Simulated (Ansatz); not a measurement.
## BN in Ansatz: the effect of strain

The system is BN.

```
CELL_PARAMETERS angstrom
2.55394 0.00000 0.00000
-1.27697 2.21178 0.00000
0.00000 0.00000 4.22685
ATOMIC_POSITIONS crystal
N 0.33333 0.66667 0.12528
N 0.66667 0.33333 0.62528
B 0.33333 0.66667 0.49972
B 0.66667 0.33333 0.99972
```

Measurements of this composition are mostly on another form, of space group No. 194.

Alike in all runs:

| Item | Value |
| --- | --- |
| Program | Ansatz 0.2.0 |
| Task | single point |
| Functional | PBE |
| Potentials or basis | Ansatz PAW |
| Cutoff | 420 eV (not typed: the program's choice for these potentials) |
| k mesh | 9 × 9 × 5 |
| Occupations | fermi-dirac, width 0.05 eV |
| Spin | no spin polarisation |

| strain | gap on the mesh (eV) | pressure (GPa) | largest force (eV/Å) |
| --- | --- | --- | --- |
| 0 | ? | ? | ? |
| -0.04 | 5.09 | 0.5 | 0.17 |
| -0.02 | 5.15 | 0.1 | 0.09 |

**Question.** What does the run with strain 0 give?

**Answer.** gap on the mesh 5.21 eV; pressure 0.0 GPa; largest force 0.02 eV/Å.

Caveats: odd divisions of the mesh miss points on the zone boundary, where band edges often lie, so the gap on the mesh can be too wide.

A k mesh can miss the band edges.
